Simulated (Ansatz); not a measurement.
TiAl:

```xyz
2
Lattice="2.8673 0.0000 0.0000 -1.4336 2.4831 0.0000 0.0000 0.0000 4.6781" Properties=species:S:1:pos:R:3 pbc="T T T"
Ti    0.0000    0.0000    0.0000
Al    0.0000    1.6554    2.3390
```

The cell comes from a database or a generator and needn't be the stable form of this composition.

| Quantity | Value |
| --- | --- |
| Program | Ansatz 0.2.0 |
| Task | relaxation of cell and atoms |
| Functional | PBE0 |
| Potentials or basis | Ansatz PAW |
| Cutoff | 420 eV (not typed: the program's choice for these potentials) |
| k mesh | 6 × 6 × 3 |
| Occupations | fermi-dirac, width 0.05 eV |
| Spin | no spin polarisation |

At the start: volume 16.65 Å³/atom.

How do energy, volume and symmetry change on relaxing?

It ends after 5 steps and the volume is 16.48 Å³/atom (-1.1 %); space group P-6m2 (No. 187, to 0.05 Å).

Step by step:
```csv
step,energy change (eV),largest force (eV/Å),volume (Å³)
1,0.0000,0.0000,33.31
2,-0.0004,0.0000,32.61
3,-0.0041,0.0000,32.98
4,-0.0041,0.0000,32.95
5,-0.0040,0.0000,32.95
```

Final structure:
```cif
data_structure
_symmetry_space_group_name_H-M 'P 1'
_symmetry_Int_Tables_number 1
_cell_length_a 2.8688
_cell_length_b 2.8688
_cell_length_c 4.6234
_cell_angle_alpha 90.000
_cell_angle_beta 90.000
_cell_angle_gamma 120.000
_cell_volume 32.95
loop_
_atom_site_label
_atom_site_type_symbol
_atom_site_fract_x
_atom_site_fract_y
_atom_site_fract_z
_atom_site_occupancy
Ti1 Ti 0.00000 0.00000 0.00000 1
Al1 Al 0.33333 0.66667 0.50000 1
```

Caveat: the k mesh is coarse (spacing up to 0.45 Å⁻¹), so the values aren't converged, least of all with exact exchange; the plane-wave basis is chosen anew once the cell has moved, so the energies of steps on either side of that aren't comparable; the PAW data sets come from PBE, with cores solved anew for the run's functional, which leaves a small shift of forces and pressure.
